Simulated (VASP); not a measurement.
**From VASP inputs to Ansatz: CdSe (wurtzite)**

INCAR

```
LCHARG = .TRUE.
PREC = Accurate
LASPH = .TRUE.
NBANDS = 26
LELF = .TRUE.
EDIFF = 1E-7
ISIF = 2
IBRION = -1
LWAVE = .FALSE.
GGA = PS
SIGMA = 0.01
NSW = 0
ENCUT = 520
LREAL = .FALSE.
NELM = 120
ISMEAR = 0
```

KPOINTS

```
KPOINTS created by Atomic Simulation Environment
0
Gamma
12 12 4
0 0 0
```

KPOINTS_OPT

```
special points
6
Reciprocal
0.0000000000 0.0000000000 0.0000000000 1
0.5000000000 0.0000000000 0.0000000000 1
0.3333333333 0.3333333333 0.0000000000 1
0.0000000000 0.0000000000 0.5000000000 1
0.5000000000 0.0000000000 0.5000000000 1
0.3333333333 0.3333333333 0.5000000000 1
```

POSCAR

```
Cd Se
 1.0000000000000000
     4.3407236659636759    0.0000000000000000    0.0000000000000000
    -2.1703618329818379    3.7591769655328608   -0.0000000000000000
     0.0000000000000000    0.0000000000000000    7.0766459801944537
 Cd  Se
   2   2
Cartesian
 -0.0000000000000000  2.5061179770219075 -0.0033685105816551
  2.1703618329818379  1.2530589885109538  3.5349544795155721
 -0.0000000000000000  2.5061179770219075  2.6571107531545759
  2.1703618329818379  1.2530589885109538  6.1954337432518027
```

VASP ran with the recommended PBE PAW datasets (36 valence electrons in the cell).

Problem. Translate these files to an Ansatz input.

Solution. 

```yaml
crystal:
  lattice:
    - [4.340723666, 0.0, 0.0]
    - [-2.170361833, 3.7591769655, 0.0]
    - [0.0, 0.0, 7.0766459802]
  atoms:
    - { symbol: Cd, position: [0.3333333333, 0.6666666667, -0.0004760038] }
    - { symbol: Cd, position: [0.6666666667, 0.3333333333, 0.4995239962] }
    - { symbol: Se, position: [0.3333333333, 0.6666666667, 0.3754760038] }
    - { symbol: Se, position: [0.6666666667, 0.3333333333, 0.8754760038] }
kpoints:
  mp_grid: { grid: [12, 12, 4] }
  band_path:
    path:
      - [0.0, 0.0, 0.0]
      - [0.5, 0.0, 0.0]
      - [0.3333333333, 0.3333333333, 0.0]
      - [0.0, 0.0, 0.5]
      - [0.5, 0.0, 0.5]
      - [0.3333333333, 0.3333333333, 0.5]
    npoints: 1
hamiltonian:
  xc: pbesol
scf:
  occupations: { method: fixed }
  n_extra_bands: 5
output:
  forces: true
  stress: true
  eigenvalues: true
```

Other inputs would serve too.

```tsv
	VASP	Ansatz
gap between bands v and c	0.49 eV	0.49 eV
least direct gap	0.49 eV	0.49 eV
pressure	-1.0 GPa	-1.3 GPa
```

Each program uses its own PAW datasets. VASP's cell holds 36 valence electrons and Ansatz's 72. Ansatz's stress includes a Pulay correction; VASP's doesn't.
